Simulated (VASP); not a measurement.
A run of VASP 6.6.1:

File INCAR:

```
ALGO = Normal
EDIFF = 1E-6
EDIFFG = -0.01
ENCUT = 600
GGA = RP
IBRION = 2
ISIF = 3
ISMEAR = 1
LASPH = T
LCHARG = F
LREAL = F
LWAVE = F
NELM = 80
NSW = 90
PREC = Accurate
SIGMA = 0.1
```

KPOINTS

```
k-points
0
Gamma
  10 10 10
```

The input POSCAR:

```
Cu3N
1.0
    3.8070000000      0.0000000000      0.0000000000
    0.0000000000      3.8070000000      0.0000000000
    0.0000000000      0.0000000000      3.8070000000
Cu N
3 1
Direct
    0.5000000000      0.0000000000      0.0000000000
    0.0000000000      0.5000000000      0.0000000000
    0.0000000000      0.0000000000      0.5000000000
    0.0000000000      0.0000000000      0.0000000000
```

Potentials or basis: VASP PAW PBE potentials, release 64 (Cu, N).

Launch:

```console
$ cat potpaw_PBE.64/Cu/POTCAR potpaw_PBE.64/N/POTCAR > POTCAR
$ mpirun -np 1 vasp_std > vasp.out
```

Hardware: 1 thread of AMD EPYC 7R13 Processor (Zen 3) (shared host).

Task: Estimate the wall time of this run.

Result: Run time: 2.4 min on 1 thread of AMD EPYC 7R13 Processor (Zen 3), on a shared host, peak memory 0.18 GiB. Counts: scf iterations 36, k points 56, ion steps 3.
